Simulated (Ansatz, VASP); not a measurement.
## One calculation of Rh, two programs

```
Rh
1.0
     2.50080    0.00000    0.00000
     0.00000    2.50080    0.00000
     0.00000    0.00000    2.50080
Rh
1
Direct
  0.00000 0.00000 0.00000
```

Alike in both runs: functional PBEsol; k mesh 13 × 13 × 13; occupations fermi-dirac, width 0.1 eV; no spin polarisation.

Ansatz relaxed the structure, and its values are those at the end. VASP's run is a single point on that final structure, the one shown.

|  | VASP | Ansatz |
| --- | --- | --- |
| version | VASP 6.6.1 | Ansatz 0.2.0 |
| potentials or method | VASP PAW PBE potentials, release 64 (Rh_pv) | plane waves (420 eV) with PAW, scalar-relativistic |
| plane-wave cutoff (eV) | 520 | 420 |
| valence electrons in the cell | 15 | 17 |

```tsv
	VASP	Ansatz	Ansatz less VASP
pressure (GPa)	0.0	0.0	+0.02
```

The two sets of potentials don't hold the same shells in valence. Ansatz warned: «pseudo_functional_mismatch».

Caveats: the PAW data sets were made with another functional, which shifts forces and pressure a little (VASP).
